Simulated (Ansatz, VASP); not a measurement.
**KCl (Sylvite): VASP beside Ansatz**

```xyz
2
Lattice="0.0000 3.1673 3.1673 3.1673 0.0000 3.1673 3.1673 3.1673 0.0000" Properties=species:S:1:pos:R:3 pbc="T T T"
K     0.0000    0.0000    0.0000
Cl    3.1673    3.1673    3.1673
```

Change from the starting cell: volume scaled by 1.02.

Alike in both runs: task single point; functional PBEsol; k mesh 7 × 7 × 7; occupations fermi-dirac, width 0.05 eV; no spin polarisation.

```csv
,VASP,Ansatz
version,VASP 6.6.1,Ansatz 0.2.0
potentials or method,"VASP PAW PBE potentials, release 64 (K_sv, Cl)",Ansatz PAW
plane-wave cutoff (eV),520,420
valence electrons in the cell,16,16
```

|  | VASP | Ansatz | Ansatz less VASP |
| --- | --- | --- | --- |
| gap on the k mesh at the Fermi level (eV) | 4.96 | 4.96 | +0.004 |
| least direct gap on the mesh (eV) | 4.96 | 4.96 | +0.004 |
| pressure (GPa) | -0.7 | -0.7 | -0.03 |

Caveats: the PAW data sets were made with another functional, which shifts forces and pressure a little (VASP); an odd mesh through Γ misses points on the zone boundary, where band edges often lie (VASP); odd divisions of the mesh miss points on the zone boundary, where band edges often lie, so the gap on the mesh can be too wide (Ansatz); the PAW data sets come from PBE, with cores solved anew for the run's functional, which leaves a small shift of forces and pressure (Ansatz).
